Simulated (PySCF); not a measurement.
Isomers of C4H10O, mass 74.073 u with the commonest isotopes. Method used: PBE0-D3(BJ)/def2-TZVP geometry optimisation, gas phase (PySCF). One conformer each, none proved a minimum here; rigid rotors.

Question: Order these by rotational constant B, smallest first.
A. `[CH3:1][CH2:2][O:3][CH2:4][CH3:5]` with C1–C2–O3–C4 179°, C2–O3–C4–C5 180° (ethoxy ethane)
B. `[CH3:1][CH:2]([CH3:3])[CH2:4][OH:5]` with C1–C2–C4–O5 59°, C2–C4–O5–H 63° (2-methyl-1-propanol)
C. `[CH3:1][CH2:2][CH2:3][O:4][CH3:5]` with C1–C2–C3–O4 180°, C2–C3–O4–C5 180°
D. `[CH3:1][CH2:2][CH2:3][CH2:4][OH:5]` with C1–C2–C3–C4 -178°, C2–C3–C4–O5 -64°, C3–C4–O5–H 70°

Answer: C (2144 MHz), A (2263 MHz), D (2365 MHz), B (3526 MHz).

Question: Order these by rotational constant A, smallest first.
A. `[CH3:1][CH2:2][CH2:3][CH2:4][OH:5]` with C1–C2–C3–C4 -178°, C2–C3–C4–O5 -64°, C3–C4–O5–H 70° (1-butanol)
B. `[CH3:1][CH:2]([CH3:3])[CH2:4][OH:5]` with C1–C2–C4–O5 59°, C2–C4–O5–H 63° (2-methyl-1-propanol)
C. `[CH3:1][CH2:2][CH2:3][O:4][CH3:5]` with C1–C2–C3–O4 180°, C2–C3–O4–C5 180°
D. `[CH3:1][CH2:2][O:3][CH2:4][CH3:5]` with C1–C2–O3–C4 179°, C2–O3–C4–C5 180°

Answer: B (7618 MHz), A (12667 MHz), D (18294 MHz), C (20137 MHz).

Question: Order these by rotational constant C, largest first.
A. `[CH3:1][CH2:2][O:3][CH2:4][CH3:5]` with C1–C2–O3–C4 179°, C2–O3–C4–C5 180° (ethoxy ethane)
B. `[CH3:1][CH:2]([CH3:3])[CH2:4][OH:5]` with C1–C2–C4–O5 59°, C2–C4–O5–H 63°
C. `[CH3:1][CH2:2][CH2:3][O:4][CH3:5]` with C1–C2–C3–O4 180°, C2–C3–O4–C5 180° (methyl propyl ether)
D. `[CH3:1][CH2:2][CH2:3][CH2:4][OH:5]` with C1–C2–C3–C4 -178°, C2–C3–C4–O5 -64°, C3–C4–O5–H 70° (1-butanol)

Answer: B (2679 MHz), D (2175 MHz), A (2120 MHz), C (2036 MHz).

```tsv
SMILES	point group	Ia (u·Å²)	Ib (u·Å²)	Ic (u·Å²)	κ	μa (D)	μb (D)	μc (D)
CCOCC	–	27.63	223.35	238.35	-0.98	0.00	1.03	0.01
CCCOC	Cs	25.10	235.76	248.26	-0.99	0.07	1.03	0.00
CC(C)CO	C1	66.34	143.32	188.61	-0.66	1.01	0.58	1.19
CCCCO	C1	39.90	213.71	232.33	-0.96	1.36	0.06	1.01
```
